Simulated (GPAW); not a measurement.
# Si2W (P6_222) in GPAW: a series of runs

Aim: see how the results for Si2W move with the level of theory and the settings. Levels: r2SCAN, TB-mBJ. Tasks: band structure, single point.

Program: GPAW 26.7.0. These are calculated values, not measurements. Logs are shortened: lines on timing, memory, paths and dates and some standing lists are left out, and cuts for length are marked. The log counts tension as positive stress, the text compression.

## 1. The structure

The structure is hexagonal, space group P6_222 (No. 180). The conventional cell has a = 4.617 Å, b = 4.617 Å, c = 6.653 Å, α = 90.00°, β = 90.00°, γ = 120.00°. W (site symmetry 222) has 10 Si at 2.59 to 2.69 Å as nearest neighbours. Si (site symmetry 2) is surrounded by 5 Si at 2.57 to 2.69 Å and 5 W at 2.59 to 2.69 Å.

Measurements of this composition are mostly on another form, of space group No. 139.

## 2. Band structure, r2SCAN

File run.py:

```python
from ase import Atoms
from ase.dft.bandgap import bandgap
from ase.io import write
from ase.units import GPa
from gpaw import GPAW, PW

atoms = Atoms(['W', 'W', 'W', 'Si', 'Si', 'Si', 'Si', 'Si', 'Si'],
              cell=[[4.6168523821, 0.0, 0.0],
                    [-2.3084261911, 3.9983114484, 0.0],
                    [0.0, 0.0, 6.653222]],
              scaled_positions=[[0.5, 0.0, 0.5],
                                [0.5, 0.5, 0.8333333333],
                                [0.0, 0.5, 0.1666666667],
                                [0.327252, 0.163626, 0.1666666667],
                                [0.836374, 0.163626, 0.8333333333],
                                [0.163626, 0.327252, 0.5],
                                [0.672748, 0.836374, 0.1666666667],
                                [0.163626, 0.836374, 0.8333333333],
                                [0.836374, 0.672748, 0.5]],
              pbc=True)

calc = GPAW(mode=PW(600),
            xc='MGGA_X_R2SCAN+MGGA_C_R2SCAN',
            kpts={'size': (5, 5, 3), 'gamma': True},
            occupations={'name': 'fermi-dirac', 'width': 0.05},
            nbands=59,
            convergence={'density': 1e-05, 'energy': 1e-05},
            maxiter=150,
            txt='gpaw.txt')
atoms.calc = calc
energy = atoms.get_potential_energy()
forces = atoms.get_forces()
stress = atoms.get_stress()
calc.write('gs.gpw')
write('result.traj', atoms)
print(f'Energy: {energy:.6f} eV')
print('Forces (eV/A):')
print(forces.round(4))
print('Stress (GPa):', (stress / GPa).round(3))
print('Fermi level:', round(calc.get_fermi_level(), 4), 'eV')
print(f'Gap: {bandgap(calc)[0]:.4f} eV, direct: {bandgap(calc, direct=True)[0]:.4f} eV')

path = atoms.cell.bandpath('GMKGALHA,LM,KH', npoints=80, eps=1e-4)
bs_calc = calc.fixed_density(kpts=path, symmetry='off', nbands=86,
                             convergence={'bands': 'CBM+6.0', 'eigenstates': 1e-6}, txt='bands.txt')
bs = bs_calc.band_structure()
bs.write('bs.json')
print(f'Gap on the path: {bandgap(bs_calc)[0]:.4f} eV')
```

Potentials or basis: GPAW PAW data sets (gpaw-data 1.2.1), pw.

Launch:

```sh
> OMP_NUM_THREADS=1 python run.py
```

gpaw.txt:

```text
__  _  _
 | _ |_)|_||  |
 |__||  | ||/\| - 26.7.0

Input parameters:
  mode=PW(ecut=600.0),
  convergence={'density': 1e-05, 'energy': 1e-05},
  kpts=MonkhorstPack(size=(5, 5, 3), gamma=True),
  maxiter=150,
  nbands=59,
  occupations=Occupations(name='fermi-dirac', width=0.05),
  xc=XC(name='MGGA_X_R2SCAN+MGGA_C_R2SCAN')

Diagonalizing LCAO Hamiltonian
Converting LCAO to pw mode

         Si
              W
                   Si
                 Si
           Si
               SW
         W
             Si

Atoms  # Å, Bohr magnetons
|   | symbol |         x |        y |        z |    initial magnetic moments |
|---|--------|-----------|----------|----------|-----------------------------|
| 0 |      W |  2.308426 | 0.000000 | 3.326611 | ( 0.0000,  0.0000,  0.0000) |
| 1 |      W |  1.154213 | 1.999156 | 5.544352 | ( 0.0000,  0.0000,  0.0000) |
| 2 |      W | -1.154213 | 1.999156 | 1.108870 | ( 0.0000,  0.0000,  0.0000) |
| 3 |     Si |  1.133156 | 0.654228 | 1.108870 | ( 0.0000,  0.0000,  0.0000) |
| 4 |     Si |  3.483697 | 0.654228 | 5.544352 | ( 0.0000,  0.0000,  0.0000) |
| 5 |     Si | -0.000000 | 1.308455 | 3.326611 | ( 0.0000,  0.0000,  0.0000) |
| 6 |     Si |  1.175271 | 3.344084 | 1.108870 | ( 0.0000,  0.0000,  0.0000) |
| 7 |     Si | -1.175271 | 3.344084 | 5.544352 | ( 0.0000,  0.0000,  0.0000) |
| 8 |     Si |  2.308426 | 2.689856 | 3.326611 | ( 0.0000,  0.0000,  0.0000) |

Unit cell  # Å
| periodic |         x |        y |        z |  lengths |     angles |
|----------|-----------|----------|----------|----------|------------|
|      yes |  4.616852 | 0.000000 | 0.000000 | 4.616852 |  90.000000 |
|      yes | -2.308426 | 3.998311 | 0.000000 | 4.616852 |  90.000000 |
|      yes |  0.000000 | 0.000000 | 6.653222 | 6.653222 | 120.000000 |

Number of symmetries: 4
Symmetry operations  # r_c * U_cc + t_c -> r_c
|   | kind |            matrix            |
|---|------|------------------------------|
| 0 |  E   |  1, 0, 0,  0, 1, 0,  0, 0, 1 |
| 1 |  C2  |  1, 0, 0, -1,-1, 0,  0, 0,-1 |
| 2 |  C2  | -1, 0, 0,  1, 1, 0,  0, 0,-1 |
| 3 |  C2  | -1, 0, 0,  0,-1, 0,  0, 0, 1 |

BZ-sampling:
  Number of BZ points: 75
  Number of IBZ points: 18

  Monkhorst-Pack size: [5, 5, 3]
  Monkhorst-Pack shift: [0, 0, 0]

K-points  # in reciprocal-cell coordinates
|     |                                coordinates |     weight |
|-----|--------------------------------------------|------------|
|   0 | (  0.00000000,   0.00000000,   0.00000000) | 0.01333333 |
|   1 | (  0.00000000,   0.00000000,   0.33333333) | 0.02666667 |
|   2 | (  0.00000000,   0.20000000,   0.00000000) | 0.02666667 |
|   3 | (  0.00000000,   0.20000000,   0.33333333) | 0.05333333 |
|   4 | (  0.00000000,   0.40000000,   0.00000000) | 0.02666667 |
|   5 | (  0.00000000,   0.40000000,   0.33333333) | 0.05333333 |
|   6 | (  0.20000000,   0.00000000,   0.00000000) | 0.05333333 |
|   7 | (  0.20000000,   0.00000000,   0.33333333) | 0.10666667 |
|   8 | (  0.20000000,   0.20000000,   0.00000000) | 0.05333333 |
|   9 | (  0.20000000,   0.20000000,   0.33333333) | 0.10666667 |
| ... |                                            |            |
|  17 | (  0.40000000,   0.40000000,   0.33333333) | 0.10666667 |

Plane wave coefficients: 4112
Cutoff: 600.0 eV

Spin-components: 1 (collinear spins)
Bands:           59
Projectors:      48
Spin-degeneracy: 2
Datatype:        complex128

Parallelization:
  kpt:    1
  domain: 1
  band:   1

Density:
  Valence electrons: 66.0
  Components: 1
  Grid points: [27 27 40]
  Charge: 0.0  # |e|

Potential:
  Grid points: [27 27 40]

species:
  W:
    name:    Tungsten
    Z:       74.0
    valence: 14
    core:    60
    charge:  0.0  # [|e|]
    compensation charges:
      type: gauss
      rc: 0.40  # [Å]
      lmax: 2
    cutoffs:
      filter: 2.36  # [Å]
      core: 3.02  # [Å]
    projectors
    | kind |    occ | energy [eV] | rcut [Å] |
    |------|--------|-------------|----------|
    |   5s |  2.000 |     -78.830 |    1.344 |
    |   6s |  2.000 |      -5.697 |    1.344 |
    |   5p |  6.000 |     -43.233 |    1.355 |
    |   6p |  0.000 |      -1.367 |    1.355 |
    |   5d |  4.000 |      -4.494 |    1.228 |
    |    d |        |      22.717 |    1.228 |

    Using partial waves for W as LCAO basis

  Si:
    name:    Silicon
    Z:       14.0
    valence: 4
    core:    10
    charge:  0.0  # [|e|]
    compensation charges:
      type: gauss
      rc: 0.33  # [Å]
      lmax: 2
    cutoffs:
      filter: 1.86  # [Å]
      core: 2.06  # [Å]
    projectors
    | kind |    occ | energy [eV] | rcut [Å] |
    |------|--------|-------------|----------|
    |   3s |  2.000 |     -10.812 |    1.058 |
    |   3p |  2.000 |      -4.081 |    1.058 |
    |    s |        |      16.399 |    1.058 |
    |    p |        |      23.130 |    1.058 |
    |    d |        |       0.000 |    1.058 |

    Using partial waves for Si as LCAO basis

Reference energy: -1363633.080467  # eV

eigensolver:
  PPCG
  Converge bands: occupied
  niter=2

density mixing:
  MSR1-Mixer
  Pratt-step length: 0.05
  Maximum mixing coefficient: 0.75
  Old densities: 10
  SVD Regularization: 0.005
  Good broyden scale: 1.0
  Trust region scale: 1.0
  Backstep threshold: 4.0
  History deletion threshold: 6.0
  Fourier metric: weight=20.0, sigma=0.015

occupation numbers:
  Fermi-Dirac:
    width: 0.0500  # eV

poisson solver:
  ecut: 4800.0  # eV

xc functional:
  name: MGGA_X_R2SCAN+MGGA_C_R2SCAN with 2 nearest neighbor stencil

convergence criteria:
[... 6 lines left out ...]
|iter     | |      energy | eigst |  dens |
|---------|-|-------------|-------|-------|
|iter:   1| | -138.685029 | +0.36 |       |
|iter:   2| | -129.700887 | -1.40 | -1.24 |
|iter:   3| | -136.530644 | -0.62 | -1.23 |
|iter:   4| | -129.893637 | -0.66 | -0.88 |
|iter:   5| | -130.002659 | -2.06 | -1.52 |
|iter:   6| | -129.996003 | -2.98 | -1.94 |
|iter:   7| | -129.996242 | -3.75 | -2.26 |
|iter:   8| | -129.996589c| -5.10 | -3.02 |
|iter:   9| | -129.996686c| -5.57 | -3.45 |
|iter:  10| | -129.996588c| -5.89 | -3.37 |
|iter:  11| | -129.996598c| -7.12 | -4.12 |
|iter:  12| | -129.996598c| -8.26c| -4.63 |
|iter:  13| | -129.996598c| -7.88c| -4.99 |
|iter:  14| | -129.996598c| -8.22c| -5.27c|

Converged in 14 steps
Energy contributions relative to reference atoms: (reference = -1363633.080467)

Energy contributions:
  Kinetic:          47.747330
  Coulomb:         -36.954258
  Zero:             -0.273896
  External:          0.000000
  Xc:             -140.515611
  Entropy:          -0.000325
  Spinorbit:         0.000000
  ----------------------------
  Free energy:    -129.996761
  Extrapolated:   -129.996598

dipole moment: (-8.545301, -14.801070, -0.000007)  # |e|*Ang

Fermi level: 13.019
Eigenvalues  # (at kpt = [0.000, 0.000, 0.000])
| band index |      eig [eV] | occ [0-2] |
|------------|---------------|-----------|
|          0 |       -63.027 |     2.000 |
|        ... |               |           |
|         25 |         8.845 |     2.000 |
|         26 |         9.400 |     2.000 |
|         27 |         9.402 |     2.000 |
|         28 |         9.499 |     2.000 |
|         29 |         9.500 |     2.000 |
|         30 |         9.816 |     2.000 |
[... 8 lines left out ...]
|         39 |        15.917 |     0.000 |
|         40 |        16.155 |     0.000 |
|        ... |               |           |
|         58 |        25.457 |     0.000 |

Gap: 0.549 eV
Transition (v -> c):
  (s=0, k=1, n=32, [0.00, 0.00, 0.33]) -> (s=0, k=8, n=33, [0.20, 0.20, 0.00])
Direct/indirect transitions are different
Direct gap: 1.098 eV
Transition at: (s=0, k=5, n=32, [0.00, 0.40, 0.33])

Forces  # eV/Ang
|        x |        y |        z |
|----------|----------|----------|
|  0.00000 |  0.00000 |  0.00000 |  # W    0
|  0.00000 |  0.00000 | -0.00165 |  # W    1
|  0.00000 |  0.00000 |  0.00165 |  # W    2
|  0.00945 |  0.00596 |  0.00020 |  # Si   3
| -0.00945 |  0.00596 | -0.00020 |  # Si   4
| -0.00000 |  0.01242 |  0.00000 |  # Si   5
| -0.00945 | -0.00596 |  0.00020 |  # Si   6
|  0.00945 | -0.00596 | -0.00020 |  # Si   7
|  0.00000 | -0.01242 |  0.00000 |  # Si   8

Stress tensor  # eV/Ang^3
|        x |        y |        z |
|----------|----------|----------|
| 0.024825 | 0.000000 | 0.000000 |
| 0.000000 | 0.024796 | 0.000000 |
| 0.000000 | 0.000000 | 0.026842 |

# Writing to gs.gpw (mode='')
```

Wall time 17 min (1 thread of Arm Neoverse V2, shared host); peak memory 1 GiB.

Results:

- Free energy: -129.9968 eV
- Pressure: -4.1 GPa
- Largest force: 0.012 eV/Å
- Band gap along the path: 0.14 eV, indirect (least direct gap 0.81 eV)

Forces in eV/Å, atoms in the order of the input:
```
W    0.000  0.000  0.000
W    0.000  0.000 -0.002
W    0.000  0.000  0.002
Si   0.009  0.006  0.000
Si  -0.009  0.006  0.000
Si   0.000  0.012  0.000
Si  -0.009 -0.006  0.000
Si   0.009 -0.006  0.000
Si   0.000 -0.012  0.000
```

Stress tensor (GPa, compression positive):
```
-3.98  0.00  0.00
 0.00 -3.97  0.00
 0.00  0.00 -4.30
```

Levels at the corners of the path, in eV from the valence-band top:
| point | band 31 | band 32 | band 33 | band 34 | band 35 | band 36 |
| --- | --- | --- | --- | --- | --- | --- |
| Γ | -3.22 | -2.77 | -0.95 | 2.46 | 2.46 | 2.52 |
| M | -1.68 | -1.22 | -0.67 | 0.14 | 0.96 | 1.05 |
| K | -1.21 | -1.21 | -0.83 | 0.99 | 1.24 | 1.24 |
| Γ | -3.22 | -2.77 | -0.95 | 2.46 | 2.46 | 2.52 |
| A | -2.83 | -0.75 | -0.75 | 2.02 | 2.26 | 2.27 |
| L | -2.14 | -1.28 | 0.00 | 0.81 | 1.18 | 1.42 |
| H | -1.61 | -1.60 | -0.63 | 0.67 | 0.67 | 0.97 |
| A | -2.83 | -0.75 | -0.75 | 2.02 | 2.26 | 2.27 |
| L | -2.14 | -1.28 | 0.00 | 0.81 | 1.18 | 1.42 |
| M | -1.68 | -1.22 | -0.67 | 0.14 | 0.96 | 1.05 |
| K | -1.21 | -1.21 | -0.83 | 0.99 | 1.24 | 1.24 |
| H | -1.61 | -1.60 | -0.63 | 0.67 | 0.67 | 0.97 |

Caveat: the PAW data sets were made with another functional, which shifts forces and pressure a little; spin-orbit coupling is left out, which moves the levels of the heavy elements.

## 3. Single point, TB-mBJ

File run.py:

```python
from ase import Atoms
from ase.dft.bandgap import bandgap
from ase.io import write
from gpaw import GPAW, PW

atoms = Atoms(['W', 'W', 'W', 'Si', 'Si', 'Si', 'Si', 'Si', 'Si'],
              cell=[[4.6168523821, 0.0, 0.0],
                    [-2.3084261911, 3.9983114484, 0.0],
                    [0.0, 0.0, 6.653222]],
              scaled_positions=[[0.5, 0.0, 0.5],
                                [0.5, 0.5, 0.8333333333],
                                [0.0, 0.5, 0.1666666667],
                                [0.327252, 0.163626, 0.1666666667],
                                [0.836374, 0.163626, 0.8333333333],
                                [0.163626, 0.327252, 0.5],
                                [0.672748, 0.836374, 0.1666666667],
                                [0.163626, 0.836374, 0.8333333333],
                                [0.836374, 0.672748, 0.5]],
              pbc=True)

calc = GPAW(mode=PW(600),
            xc='TB09',
            kpts={'size': (6, 6, 4), 'gamma': True},
            occupations={'name': 'fermi-dirac', 'width': 0.05},
            nbands=59,
            convergence={'density': 1e-05, 'energy': 1e-05},
            eigensolver='cg',
            maxiter=150,
            txt='gpaw.txt')
atoms.calc = calc
energy = atoms.get_potential_energy()
calc.write('gs.gpw')
write('result.traj', atoms)
print('Fermi level:', round(calc.get_fermi_level(), 4), 'eV')
print(f'Gap: {bandgap(calc)[0]:.4f} eV, direct: {bandgap(calc, direct=True)[0]:.4f} eV')
```

Potentials or basis: GPAW PAW data sets for LDA (gpaw-data 1.2.1), pw.

Launch:

```sh
> OMP_NUM_THREADS=1 python run.py
```

gpaw.txt:

```text
___ ___ ___ _ _ _
 |   |   |_  | | | |
 | | | | | . | | | |
 |__ |  _|___|_____|  26.7.0
 |___|_|

Input parameters:
  convergence: {density: 1e-05,
                energy: 1e-05}
  eigensolver: cg
  kpts: {gamma: True,
         size: (6, 6, 4)}
  maxiter: 150
  mode: {ecut: 600.0,
         name: pw}
  nbands: 59
  occupations: {name: fermi-dirac,
                width: 0.05}
  xc: TB09

System changes: positions, numbers, cell, pbc, initial_charges, initial_magmoms

Initialize ...

species:
  W:
    name:    Tungsten
    Z:       74.0
    valence: 14
    core:    60
    charge:  0.0  # [|e|]
    compensation charges:
      type: gauss
      rc: 0.40  # [Å]
      lmax: 2
    cutoffs:
      filter: 2.36  # [Å]
      core: 3.02  # [Å]
    projectors
    | kind |    occ | energy [eV] | rcut [Å] |
    |------|--------|-------------|----------|
    |   5s |  2.000 |     -79.053 |    1.344 |
    |   6s |  2.000 |      -5.886 |    1.344 |
    |   5p |  6.000 |     -43.417 |    1.355 |
    |   6p |  0.000 |      -1.469 |    1.355 |
    |   5d |  4.000 |      -4.693 |    1.228 |
    |    d |        |      22.518 |    1.228 |

    Using partial waves for W as LCAO basis

  Si:
    name:    Silicon
    Z:       14.0
    valence: 4
    core:    10
    charge:  0.0  # [|e|]
    compensation charges:
      type: gauss
      rc: 0.33  # [Å]
      lmax: 2
    cutoffs:
      filter: 1.86  # [Å]
      core: 2.06  # [Å]
    projectors
    | kind |    occ | energy [eV] | rcut [Å] |
    |------|--------|-------------|----------|
    |   3s |  2.000 |     -10.878 |    1.058 |
    |   3p |  2.000 |      -4.162 |    1.058 |
    |    s |        |      16.334 |    1.058 |
    |    p |        |      23.049 |    1.058 |
    |    d |        |       0.000 |    1.058 |

    Using partial waves for Si as LCAO basis

Reference energy: -1362700.597739  # eV

Spin-paired calculation

Convergence criteria:
 Maximum [total energy] change in last 3 cyles: 1e-05 eV / valence electron
 Maximum integral of absolute [dens]ity change: 1e-05 electrons / valence electron
 Maximum integral of absolute [eigenst]ate change: 4e-08 eV^2 / valence electron
 Maximum number of scf [iter]ations: 150
 (Square brackets indicate name in SCF output, whereas a 'c' in
 the SCF output indicates the quantity has converged.)

Symmetries present (total): 4

  ( 1  0  0)  ( 1  0  0)  (-1  0  0)  (-1  0  0)
  ( 0  1  0)  (-1 -1  0)  ( 1  1  0)  ( 0 -1  0)
[... 23 lines left out ...]
  ScaLapack parameters: grid=1x1, blocksize=None
  Wavefunction extrapolation:
    Improved wavefunction reuse through dual PAW basis

Occupation numbers: Fermi-Dirac:
  width: 0.0500  # eV

Eigensolver
   CG(niter=4, rtol=3.0e-01)

Densities:
  Coarse grid: 27*27*40 grid
  Fine grid: 54*54*80 grid
  Total Charge: 0.000000

Density mixing:
  Method: separate
  Backend: msr1
  Linear mixing parameter: 0.05
  old densities: 10
  Width of damping distribution: 1.1
  Damping of long wavelength oscillations: 20

Hamiltonian:
  XC and Coulomb potentials evaluated on a 54*54*80 grid
  Using the TB09 Exchange-Correlation functional
  External potential:
    NoExternalPotential

XC parameters: TB09 with 2 nearest neighbor stencil

Number of atoms: 9
Number of atomic orbitals: 63
Number of bands in calculation: 59
Number of valence electrons: 66
Bands to converge: occupied

... initialized

Initializing position-dependent things.

Density initialized from atomic densities
Creating initial wave functions:
  59 bands from LCAO basis set

         Si
              W
                   Si
                 Si
           Si
               SW
         W
             Si

Atomic positions and initial magnetic moments

Positions:
   0 W      2.308426    0.000000    3.326611    ( 0.0000,  0.0000,  0.0000)
   1 W      1.154213    1.999156    5.544352    ( 0.0000,  0.0000,  0.0000)
   2 W     -1.154213    1.999156    1.108870    ( 0.0000,  0.0000,  0.0000)
   3 Si     1.133156    0.654228    1.108870    ( 0.0000,  0.0000,  0.0000)
   4 Si     3.483697    0.654228    5.544352    ( 0.0000,  0.0000,  0.0000)
   5 Si    -0.000000    1.308455    3.326611    ( 0.0000,  0.0000,  0.0000)
   6 Si     1.175271    3.344084    1.108870    ( 0.0000,  0.0000,  0.0000)
   7 Si    -1.175271    3.344084    5.544352    ( 0.0000,  0.0000,  0.0000)
   8 Si     2.308426    2.689856    3.326611    ( 0.0000,  0.0000,  0.0000)

Unit cell:
           periodic     x           y           z      points  spacing
  1. axis:    yes    4.616852    0.000000    0.000000    27     0.1481
  2. axis:    yes   -2.308426    3.998311    0.000000    27     0.1481
  3. axis:    yes    0.000000    0.000000    6.653222    40     0.1663

  Lengths:   4.616852   4.616852   6.653222
  Angles:   90.000000  90.000000 120.000000

Effective grid spacing dv^(1/3) = 0.1615

iter:   1 28753.318836
iter:   2 28760.296803   +1.58  -0.89
iter:   3 28759.059522   +0.62  -1.17
iter:   4 28760.297680   -0.11  -1.16
iter:   5 28761.668623   -0.69  -1.25
iter:   6 28763.984402   -0.73  -1.35
iter:   7 28767.330914   -1.39  -1.56
iter:   8 28768.941282   -1.93  -2.05
iter:   9 28768.848885   -1.87  -2.38
iter:  10 28768.865717   -3.01  -2.66
iter:  11 28768.852759   -3.36  -2.65
[... 5 lines left out ...]
iter:  17 28769.491866   -3.89  -2.93
iter:  18 28769.558578   -4.53  -3.37
iter:  19 28769.610816   -4.49  -3.30
iter:  20 28769.675684   -4.62  -3.42
iter:  21 28769.693893   -5.04  -4.20
iter:  22 28769.685846   -5.54  -4.12
iter:  23 28769.690571   -5.84  -4.71
iter:  24 28769.687083   -6.75  -4.55
iter:  25 28769.688984   -6.72  -4.47
iter:  26 28769.688694   -7.06  -4.89
iter:  27 28769.690194   -7.48c -4.81
iter:  28 28769.689412   -7.30  -4.85
iter:  29 28769.689572   -7.59c -5.09c
iter:  30 28769.689280c  -7.77c -5.09c

Converged after 30 iterations.

Dipole moment: (0.000000, -0.000000, -0.000000) |e|*Ang

Energy contributions relative to reference atoms: (reference = -1362700.597739)

Kinetic:        +23.773850
Potential:      -13.581048
External:        +0.000000
XC:            +28760.275121
Entropy (-ST):   -0.002379
Local:           -0.777454
SIC:             +0.000000
--------------------------
Free energy:   +28769.688091
Extrapolated:  +28769.689280

Showing only first 2 kpts
 Kpt  Band  Eigenvalues  Occupancy
  0    31     10.26039    2.00000
  0    32     11.83201    2.00000
  0    33     15.07556    0.00000
  0    34     15.08230    0.00000

  1    31     10.27994    2.00000
  1    32     12.33282    1.99981
  1    33     14.13944    0.00000
  1    34     14.82181    0.00000

Fermi level: 12.79553

Gap: 0.136 eV
Transition (v -> c):
  (s=0, k=11, n=32, [0.00, 0.50, 0.50]) -> (s=0, k=36, n=33, [0.50, 0.50, 0.00])
Direct/indirect transitions are different
Direct gap: 0.696 eV
Transition at: (s=0, k=38, n=32, [0.50, 0.50, 0.50])
Writing to gs.gpw (mode='')
```

Wall time 12 min (1 thread of Arm Neoverse V2, shared host); peak memory 0.57 GiB.

What came out:

```yaml
Band_gap_on_the_k_mesh: 0.14 eV, indirect (least direct gap 0.70 eV)
```

Caveat: a model potential gives levels but no total energy; the PAW data sets were made with another functional, which shifts forces and pressure a little; spin-orbit coupling is left out, which moves the levels of the heavy elements.
